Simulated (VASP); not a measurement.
# Sn (Immm) in VASP: a series of runs

Runs on Sn. Level: PBE. Tasks: single point.

Everything below comes from runs of VASP 6.6.1. Logs are shortened: lines on timing, memory, paths and dates and some standing lists are left out, and cuts for length are marked.

**1. The structure**

It takes space group Immm (No. 71, orthorhombic). The conventional cell has a = 3.453 Å, b = 3.551 Å, c = 4.677 Å, α = 90.00°, β = 90.00°, γ = 90.00°. Sn (site symmetry mmm) has 12 Sn at 3.41 to 3.55 Å as nearest neighbours.

This isn't the form of Sn at room conditions, which is tetragonal (white tin).

**2. Single point, PBE**

Contents of INCAR:

```
SYSTEM = Sn
ADDGRID = .FALSE.
ALGO = Normal
EDIFF = 1E-7
ENCUT = 700
GGA = PE
ISIF = 2
ISMEAR = 1
LASPH = .TRUE.
LCHARG = .FALSE.
LREAL = .FALSE.
LWAVE = .FALSE.
NELM = 100
PREC = Accurate
SIGMA = 0.2
```

Contents of KPOINTS:

```
k-points
0
G
  12 12 12
  0 0 0
```

Contents of POSCAR:

```
Sn
1.0
   -1.7265390000      1.7755470000      2.3383420000
    1.7265390000     -1.7755470000      2.3383420000
    1.7265390000      1.7755470000     -2.3383420000
Sn
1
Direct
    0.0000000000      0.0000000000      0.0000000000
```

Potentials or basis: VASP PAW PBE potentials, release 64 (Sn).

Run with:

```bash
cat potpaw_PBE.64/Sn/POTCAR > POTCAR
mpirun -np 1 vasp_std > vasp.out
```

OUTCAR:

```text
SYSTEM = Sn
   EDIFF = 1E-7
   ENCUT = 700
   GGA = PE
   ISIF = 2
   ISMEAR = 1
   LASPH = .TRUE.
   LREAL = .FALSE.
   NELM = 100
   PREC = Accurate

 Found    280 irreducible k-points:

 Following reciprocal coordinates:
            Coordinates               Weight
  0.000000  0.000000  0.000000      1.000000
  0.083333  0.000000 -0.000000      4.000000
  0.166667  0.000000 -0.000000      4.000000
  0.250000  0.000000 -0.000000      4.000000
  0.333333  0.000000  0.000000      4.000000
  0.416667  0.000000 -0.000000      4.000000
   k-points           NKPTS =    280   k-points in BZ     NKDIM =    280   number of bands    NBANDS=      6
   number of dos      NEDOS =    301   number of ions     NIONS =      1
   total plane-waves  NPLWV =  27000
   dimension x,y,z NGX =    30 NGY =   30 NGZ =   30
   dimension x,y,z NGXF=    60 NGYF=   60 NGZF=   60
   ions per type =               1
   NGX,Y,Z   is equivalent  to a cutoff of  14.64, 14.64, 14.64 a.u.
   NGXF,Y,Z  is equivalent  to a cutoff of  29.29, 29.29, 29.29 a.u.
 SYSTEM =  Sn
   PREC   = accura    normal or accurate (medium, high low for compatibility)
   ISTART =      0    job   : 0-new  1-cont  2-samecut
   ICHARG =      2    charge: 1-file 2-atom 10-const
   ISPIN  =      1    spin polarized calculation?
   LNONCOLLINEAR =      F non collinear calculations
   LSORBIT =      F    spin-orbit coupling
   LASPH  =      T    aspherical Exc in radial PAW
   ENCUT  =  700.0 eV  51.45 Ry    7.17 a.u.   7.35  7.35  7.35*2*pi/ulx,y,z
   NELM   =    100;   NELMIN=  2; NELMDL= -5     # of ELM steps
   EDIFF  = 0.1E-06   stopping-criterion for ELM
   LREAL  =      F    real-space projection
   EDIFFG = 0.1E-05   stopping-criterion for IOM
   NSW    =      0    number of steps for IOM
   IBRION =     -1    ionic relax: 0-MD 1-quasi-New 2-CG
   NFREE  =      0    steps in history (QN), initial steepest desc. (CG)
   ISIF   =      2    stress and relaxation
   ISYM   =      2    0-nonsym 1-usesym 2-fastsym
   POTIM  = 0.5000    time-step for ionic-motion
   TEBEG  =    0.0;   TEEND  =   0.0 temperature during run
   PSTRESS=    0.0 pullay stress
   NELECT =       4.0000    total number of electrons
   NUPDOWN=      -1.0000    fix difference up-down
   EMIN   =  10.00;   EMAX   =-10.00  energy-range for DOS
   EFERMI =   0.00;   METHOD = LEGACY
   ISMEAR =     1;   SIGMA  =   0.20  broadening in eV -4-tet -1-fermi 0-gaus
   EFERMI_NEDOS =   21; number of points for ismear=-14 and -15
   IALGO  =     38    algorithm
   IMIX   =      4    mixing-type and parameters
     AMIX     =   0.40;   BMIX     =  1.00
     AMIX_MAG =   1.60;   BMIX_MAG =  1.00
  volume/ion in A,a.u.               =      28.67       193.50
  Fermi-wavevector in a.u.,A,eV,Ry     =   0.849055  1.604482  9.808370  0.720895
  Thomas-Fermi vector in A             =   1.964816
   LORBIT       =      0    0 simple, 1 ext, 2 COOP (PROOUT), +10 PAW based schemes
   GGA     = PE    functional components
   LHFCALC =     F    Hartree Fock is set to
   AEXX    =    0.0000 exact exchange contribution
   IVDW    =     0    specifies the selected vdW correction
   LEPSILON=     F    determine dielectric tensor
   LRPA    =     F    only Hartree local field effects (RPA)
 non-spin polarized calculation
 Methfessel and Paxton  Order N= 1 SIGMA  =   0.20
  energy-cutoff  :      700.00
  volume of cell :       28.67
 maximum number of plane-waves:      1223
 NGX is ok and might be reduce to    30
   NGX = 15   NGY = 15   NGZ = 15

 number of electron       4.0000000 magnetization

 Free energy of the ion-electron system (eV)
  ---------------------------------------------------
  ext. energy  EPLUGINS =         0.00000000
  ---------------------------------------------------
  free energy    TOTEN  =        -3.76424614 eV

  energy without entropy =       -3.76318684  energy(sigma->0) =       -3.76389304

 E-fermi :   4.9442     XC(G=0):  -9.9666

 val. band max:        4.9318621478   @ k =   0.2500   0.0833  -0.0000
 cond. band min:       4.9665682545   @ k =   0.4167  -0.4167   0.1667
 fundamental gap:      0.0347061067
 Fermi energy:         4.9441634611

 k-point     1 :       0.0000    0.0000    0.0000
  band No.  band energies     occupation
      1      -5.8263      2.00000
      2      11.9799      0.00000
      3      12.1203      0.00000
      4      12.5293      0.00000
      5      15.5903      0.00000
      6      15.8003      0.00000

 k-point     2 :       0.0833    0.0000   -0.0000
  band No.  band energies     occupation
      1      -5.6921      2.00000
      2      10.6153      0.00000
      3      11.9433      0.00000
      4      12.2620      0.00000
      5      14.9264      0.00000
      6      16.3544      0.00000

 k-point     3 :       0.1667    0.0000   -0.0000
  band No.  band energies     occupation
      1      -5.2901      2.00000
      2       8.1524     -0.00000
      3      11.6627      0.00000
      4      11.6894      0.00000
      5      14.5761      0.00000
      6      16.8837      0.00000

 k-point     4 :       0.2500    0.0000   -0.0000
  band No.  band energies     occupation
      1      -4.6247      2.00000
      2       5.6883     -0.00000
      3      11.0952      0.00000
      4      11.3674      0.00000
      5      14.3828      0.00000
      6      16.1836      0.00000

 k-point     5 :       0.3333    0.0000    0.0000
  band No.  band energies     occupation
      1      -3.7126      2.00000
      2       3.4367      2.00000
      3      10.6123      0.00000
      4      11.1345      0.00000
      5      14.3454      0.00000
      6      15.5183      0.00000

 k-point     6 :       0.4167    0.0000   -0.0000
  band No.  band energies     occupation
      1      -2.6321      2.00000
      2       1.5361      2.00000
      3      10.3021      0.00000
      4      10.9920      0.00000
      5      14.4292      0.00000
      6      15.1057      0.00000

 [... further k-points ...]

------------------------ aborting loop because EDIFF is reached ----------------------------------------

  FORCE on cell =-STRESS in cart. coord.  units (eV):
  Direction    XX          YY          ZZ          XY          YZ          ZX
  --------------------------------------------------------------------------------------
  -------------------------------------------------------------------------------------
  Total       -0.1425144     -0.2756119     -0.2906813      0.0000000      0.0000000      0.0000000
  in kB       -7.9632948    -15.4003998    -16.2424342      0.0000000      0.0000000      0.0000000
  external PRESSURE =     -13.2020429 kB  Pullay stress =       0.0000000 kB

 VOLUME and BASIS-vectors are now :
 -----------------------------------------------------------------------------
  energy-cutoff  :      700.00
  volume of cell :       28.67
      direct lattice vectors                 reciprocal lattice vectors
    -1.726539000  1.775547000  2.338342000     0.000000000  0.281603359  0.213826720
     1.726539000 -1.775547000  2.338342000     0.289596702  0.000000000  0.213826720
     1.726539000  1.775547000 -2.338342000     0.289596702  0.281603359  0.000000000

 POSITION                                       TOTAL-FORCE (eV/Angst)
 -----------------------------------------------------------------------------------
      0.00000      0.00000      0.00000        -0.000000     -0.000000      0.000000
 -----------------------------------------------------------------------------------
    total drift:                                0.000000     -0.000000      0.000000

  FREE ENERGIE OF THE ION-ELECTRON SYSTEM (eV)
  ---------------------------------------------------
  free  energy   TOTEN  =        -3.7642461449 eV

  energy  without entropy=       -3.7631868388  energy(sigma->0) =       -3.76389304
```

Wall time 29 s (1 thread of Intel Xeon 6975P-C (Granite Rapids), shared host); peak memory 0.23 GiB.

The run converged, but some of its settings lie outside the range that counts as converged, so its numbers aren't taken as properties of the crystal.

What came out:

```yaml
Free_energy: -3.7642 eV
Pressure: -1.3 GPa
Band_gap_on_the_k_mesh: none (metal or under the smearing width)
```

**3. Single point, PBE**

INCAR is that of step 2.

KPOINTS is that of step 2.

Contents of POSCAR:

```
Sn
1.0
   -1.6810770000      1.7214010000      2.3373330000
    1.7271670000     -1.7623000000      2.4024190000
    1.7145940000      1.7948920000     -2.3683880000
Sn
1
Direct
    0.0245380000     -0.0183670000      0.0024320000
```

Potentials or basis: VASP PAW PBE potentials, release 64 (Sn).

Run with:

```bash
cat potpaw_PBE.64/Sn/POTCAR > POTCAR
mpirun -np 1 vasp_std > vasp.out
```

Wall time 80 s (1 thread of Intel Xeon 6975P-C (Granite Rapids), shared host); peak memory 0.4 GiB.

The run converged, but some of its settings lie outside the range that counts as converged, so its numbers aren't taken as properties of the crystal.

Results:

- Free energy: -3.7646 eV
- Pressure: -1.3 GPa
- Band gap on the k mesh: none (metal or under the smearing width)

**4. Single point, PBE**

Changes to INCAR since step 3:

```diff
@@ -4,3 +4,3 @@
 EDIFF = 1E-7
-ENCUT = 700
+ENCUT = 400
 GGA = PE
```

Contents of KPOINTS:

```
k-points
0
G
  16 16 16
  0 0 0
```

Contents of POSCAR:

```
Sn
1.0
   -1.7265390000      1.7755470000      2.3383420000
    1.7265390000     -1.7755470000      2.3383420000
    1.7265390000      1.7755470000     -2.3383420000
Sn
1
Direct
    0.0000000000      0.0000000000      0.0000000000
```

Run with:

```bash
cat potpaw_PBE.64/Sn/POTCAR > POTCAR
mpirun -np 1 vasp_std > vasp.out
```

Wall time 18 s (1 thread of Intel Xeon 6975P-C (Granite Rapids), shared host); peak memory 0.2 GiB.

The run converged, but some of its settings lie outside the range that counts as converged, so its numbers aren't taken as properties of the crystal.

What came out:

```yaml
Free_energy: -3.7735 eV
Pressure: -1.2 GPa
Band_gap_on_the_k_mesh: none (metal or under the smearing width)
```

**5. Single point, PBE**

INCAR is that of step 4.

KPOINTS is that of step 4.

Contents of POSCAR:

```
Sn
1.0
   -1.6810770000      1.7214010000      2.3373330000
    1.7271670000     -1.7623000000      2.4024190000
    1.7145940000      1.7948920000     -2.3683880000
Sn
1
Direct
    0.0245380000     -0.0183670000      0.0024320000
```

Run with:

```bash
cat potpaw_PBE.64/Sn/POTCAR > POTCAR
mpirun -np 1 vasp_std > vasp.out
```

Run time: 57 s. Hardware: 1 thread of Intel Xeon 6975P-C (Granite Rapids), shared host; peak memory 0.36 GiB.

The run converged, but some of its settings lie outside the range that counts as converged, so its numbers aren't taken as properties of the crystal.

Results:

```
Free energy            : -3.7731 eV
Pressure               : -1.2 GPa
Band gap on the k mesh : none (metal or under the smearing width)
```

**6. The reference run**

An earlier run on the cell as given: functional PBE; potentials or basis VASP PAW PBE potentials, release 64 (Sn_d); cutoff 520 eV; k mesh 11 × 11 × 11; occupations fermi-dirac, width 0.05 eV; no spin polarisation.

- Pressure: -1.1 GPa
- Band gap on the k mesh: none (metal or under the smearing width)
